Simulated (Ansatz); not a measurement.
# NaI (Pmma): short molecular-dynamics run in Python

How do the atoms of NaI (Pmma) move over a short run? The task is a short molecular-dynamics run, for NaI (Pmma).

Program: Ansatz 0.2.0, driven from Python. Level of theory: DFT r2SCAN, plane waves, PAW. These are calculated values, not measurements.

### Step 1. The system

It takes space group Pmma (No. 51, orthorhombic). The conventional cell has a = 4.622 Å, b = 4.270 Å, c = 7.798 Å, α = 90.00°, β = 90.00°, γ = 90.00°. Na (site symmetry mm2) has 4 I at 3.15 Å as nearest neighbours. I (site symmetry mm2) has 4 Na at 3.15 Å as nearest neighbours.

No structure file is read: the coordinates are typed or built in the script.

### Step 2. Script

Input file nai_md.py:

```python
"""A few tens of MD steps for NaI."""

import warnings

import ansatz as az
from ase import Atoms
import matplotlib.pyplot as plt
import numpy as np


def main() -> None:
    warnings.simplefilter("ignore", az.DeckWarning)

    atoms = Atoms(
        ["Na", "Na", "I", "I"],
        scaled_positions=[
            [0.25, 0.5, 0.275031],
            [0.75, 0.5, 0.724969],
            [0.25, 0.0, 0.742427],
            [0.75, 0.0, 0.257573],
        ],
        cell=[
            [4.622209, 0.0, 0.0],
            [0.0, 4.269702, 0.0],
            [0.0, 0.0, 7.798384],
        ],
        pbc=True,
    )
    crystal = az.Crystal.from_ase(atoms)

    # a coarse mesh keeps each step cheap
    model = (
        crystal.supercell(1, 2, 1).calculation()
        .scf(tolerance=1e-07)
        .occupations("Fixed")
        .functional(az.Functional.R2SCAN)
        .pseudopotentials("paw")
        .basis(21 * az.Ha)
        .kpoints(2, 1, 1)
        .md("nvt_langevin", timestep=2.0, steps=20, temperature=300, friction=0.005, initial_velocities="maxwell_boltzmann", seed=260)
    )
    steps = []


    def collect(event):
        if event["event"] == "md_step":
            steps.append(event["data"])


    done = model.session().plan().execute(on_event=collect)
    summary = done.report

    print(" step   t (fs)     E_pot (eV)   E_kin (eV)    T (K)")
    for s in steps[::1]:
        print(f"{s['step']:5d} {s['time_fs']:8.1f} {s['lagrangian_ev']:14.4f} {s['e_kin_ev']:12.4f} {s['temperature_k']:8.1f}")

    temperature = np.array([s["temperature_k"] for s in steps])
    print(f"mean temperature of the second half {temperature[len(steps) // 2 :].mean():.1f} K")

    track = np.array([s["positions_ang"] for s in steps])
    names = np.array([site.symbol for site in done.lattice.sites])
    for name in sorted(set(names)):
        msd = ((track[:, names == name] - track[0, names == name]) ** 2).sum(axis=2).mean(axis=1)
        print(f"mean square displacement of {name} (A^2):", np.round(msd[:: max(len(msd) // 6, 1)], 4))

    time = [s["time_fs"] for s in steps]
    fig, ax = plt.subplots(figsize=(5, 3))
    ax.plot(time, [s["lagrangian_ev"] - steps[0]["lagrangian_ev"] for s in steps], label="potential")
    ax.plot(time, [s["e_kin_ev"] for s in steps], label="kinetic")
    ax.set(xlabel="time (fs)", ylabel="energy (eV)")
    ax.legend()
    fig.tight_layout()
    fig.savefig("md.png", dpi=100)

    with open("trajectory.xyz", "w") as handle:
        for s in steps[::5]:
            handle.write(f"{len(s['positions_ang'])}\nt = {s['time_fs']} fs\n")
            for site, xyz in zip(done.lattice.sites, s["positions_ang"]):
                handle.write("{} {:.4f} {:.4f} {:.4f}\n".format(site.symbol, *xyz))


if __name__ == "__main__":
    main()
```

### Step 3. Launch

The run is started by

```bash
> python nai_md.py
```

Q: Predict the main results. Wanted: free energy; mean temperature, second half; farthest move.

As calculated:

```
                     quantity                              value
                  free energy  -36076.3074 eV (of the supercell)
            length of the run                    20 steps, 40 fs
mean temperature, second half                              210 K
                farthest move                             0.23 Å
```

**Reading.** The temperature swings between 155 and 262 K, with a mean of 210 K in the second half; 8 atoms fluctuate widely. A run of 40 fs is far too short for averages. Caveats:
- The k-point mesh is coarse, and energy and stress weren't tested for convergence.
- This cell is a computed structure, which may not be the phase found in nature.
- A small cell, a coarse mesh and a very short run: it shows the set-up and gives no equilibrium averages.
